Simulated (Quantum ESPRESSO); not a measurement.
Input of a Quantum ESPRESSO 7.5 run:

Contents of pw.in:

```
&CONTROL
  calculation = 'scf'
  prefix = 'pwscf'
  outdir = './tmp'
  pseudo_dir = './pseudo'
  tprnfor = .true.
  disk_io = 'low'
/
&SYSTEM
  ibrav = 0
  celldm(1) = 8
  nat = 4
  ntyp = 2
  ecutwfc = 86
  nbnd = 40
  occupations = 'smearing'
  smearing = 'fd'
  degauss = 0.00367493
/
&ELECTRONS
  conv_thr = 4d-09
  electron_maxstep = 150
  mixing_beta = 0.3
  mixing_mode = 'local-TF'
/
ATOMIC_SPECIES
W    183.8400 W.upf
Se    78.9710 Se.upf
CELL_PARAMETERS alat
  0.7837491686898  -0.0000000000000   0.0000000000000
 -0.3918745843382   0.6787466902900   0.0000000000000
  0.0000000000000   0.0000000000000   7.4781523485247
ATOMIC_POSITIONS crystal
W      0.0000000000    0.0000000000    0.2369058772
Se     0.3333333300    0.6666666600    0.2894123711
Se     0.3333333300    0.6666666600    0.7105876289
W      0.0000000000    0.0000000000    0.7630941228
K_POINTS automatic
7 7 1 0 0 0
```

File pp_density.in:

```
&INPUTPP
  prefix = 'pwscf'
  outdir = './tmp'
  filplot = 'density.dat'
  plot_num = 0
/
&PLOT
  nfile = 1
  filepp(1) = 'density.dat'
  iflag = 3
  output_format = 6
  fileout = 'density.cube'
/
```

Contents of pp_potential.in:

```
&INPUTPP
  prefix = 'pwscf'
  outdir = './tmp'
  filplot = 'potential.dat'
  plot_num = 11
/
&PLOT
  nfile = 1
  filepp(1) = 'potential.dat'
  iflag = 3
  output_format = 6
  fileout = 'potential.cube'
/
```

The input pp_elf.in:

```
&INPUTPP
  prefix = 'pwscf'
  outdir = './tmp'
  filplot = 'elf.dat'
  plot_num = 8
/
&PLOT
  nfile = 1
  filepp(1) = 'elf.dat'
  iflag = 3
  output_format = 6
  fileout = 'elf.cube'
/
```

Potentials or basis: PseudoDojo 0.4.1 SR PBE standard.

Command:

```console
$ OMP_NUM_THREADS=1 mpirun -n 2 pw.x -nk 2 -in pw.in > pw.out
$ OMP_NUM_THREADS=1 mpirun -n 1 pp.x -in pp_density.in > pp_density.out
$ OMP_NUM_THREADS=1 mpirun -n 1 pp.x -in pp_potential.in > pp_potential.out
$ OMP_NUM_THREADS=1 mpirun -n 1 pp.x -in pp_elf.in > pp_elf.out
```

Task: What does it give for the ionisation potential of the upper face?

Result: 4.87 eV.

Task: Predict the electron affinity of the upper face.

Result: 4.32 eV.

Task: Estimate the band gap on the k mesh.

Result: 0.55 eV, indirect (least direct gap 0.84 eV).

Forces in eV/Å, atoms in the order of the input:
```
W    0.000  0.000  0.406
Se   0.000  0.000 -0.406
Se   0.000  0.000  0.406
W    0.000  0.000 -0.406
```

Caveat: ionisation potential and electron affinity come from Kohn-Sham levels, which understate the gap; spin-orbit coupling is left out, which moves the levels of the heavy elements. As with any semilocal functional, this PBE gap is likely too small.
